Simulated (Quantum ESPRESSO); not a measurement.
**TiSi2 under changes of volume**

One of the cells (14.162 Å³/atom); the others are scaled copies at fixed shape and fractional positions:

```
Ti Si
1.0
    -1.47287    1.71213    4.21208
     1.47287   -1.71213    4.21208
     1.47287    1.71213   -4.21208
Ti Si
1 2
Direct
  0.00000 0.00000 0.00000
  0.67008 0.67008 0.00000
  0.32992 0.32992 0.00000
```

The cell comes from a database or a generator and needn't be the stable form of this composition.

- Program: Quantum ESPRESSO 7.5
- Functional: LDA
- Potentials or basis: GBRV 1.5 LDA
- Cutoff: 612 eV
- Density cutoff: 4898 eV
- k mesh: 12 × 12 × 12
- Occupations: fermi-dirac, width 0.05 eV
- Spin: no spin polarisation

```tsv
volume (Å³/atom)	energy over the lowest point (meV/atom)	pressure (GPa)	largest force (eV/Å)
13.313	?	?	?
13.596	0.00	-0.9	0.082
13.879	4.27	-3.9	0.098
14.162	13.52	-6.5	0.113
14.446	27.25	-8.9	0.127
14.729	44.97	-11.1	0.141
15.012	66.25	-13.0	0.154
```

What does the run at 13.313 Å³/atom give?

Energy over the lowest point 1.31 meV/atom; pressure 2.4 GPa; largest force 0.067 eV/Å.

Worked out: A Birch-Murnaghan fit of order 3 (a polynomial in V^(-2/3)) to the other rows has its minimum at 13.52 Å³/atom, just outside them, with B0 = V·E''(V) = 154 GPa and B' = 4.2 at fixed shape and positions, which overstates the stiffness. It gives 1.26 meV/atom at 13.313 Å³/atom, against the run's 1.31, and -dE/dV = 2.4 GPa, against 2.4.

Energies are extrapolated to zero smearing.
